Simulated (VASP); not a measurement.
A run of VASP 6.6.1:

File INCAR:

```
PREC     = Accurate       # precision mode
ENCUT    = 600            # plane-wave cutoff, eV
EDIFF    = 1E-6           # SCF threshold, eV
ISMEAR   = 0              # smearing method
SIGMA    = 0.03           # smearing width, eV
LREAL    = False          # projectors in reciprocal space
LASPH    = True           # aspherical terms in the spheres
NELM     = 80             # most SCF steps
ALGO     = Normal         # electronic algorithm
ISIF     = 3              # what is computed and relaxed
LWAVE    = False          # write WAVECAR
LCHARG   = False          # write CHGCAR
GGA      = PE             # functional
IVDW     = 12             # dispersion correction
IBRION   = 2              # ionic algorithm
NSW      = 90             # ionic steps
EDIFFG   = -0.01          # ionic threshold
```

KPOINTS

```
Automatic mesh
0
Gamma
  14 14 14
```

POSCAR

```
BN
1.0
    0.0000000000      1.8075000000      1.8075000000
    1.8075000000      0.0000000000      1.8075000000
    1.8075000000      1.8075000000      0.0000000000
B N
1 1
Direct
    0.0000000000      0.0000000000      0.0000000000
    0.2500000000      0.2500000000      0.2500000000
```

Potentials or basis: VASP PAW PBE potentials, release 64 (B, N).

Launch:

```sh
$ cat potpaw_PBE.64/B/POTCAR potpaw_PBE.64/N/POTCAR > POTCAR
$ mpirun -np 1 vasp_std > vasp.out
```

Hardware: 1 thread of Intel(R) Xeon(R) Platinum 8375C CPU @ 2.90GHz (Ice Lake), with other jobs on the host.

Q: How long does it take, and how much memory?

A: It took 23 s on 1 thread of Intel(R) Xeon(R) Platinum 8375C CPU @ 2.90GHz (Ice Lake), on a shared host, peak memory 0.13 GiB. Counts: scf iterations 22, k points 104, ion steps 3.
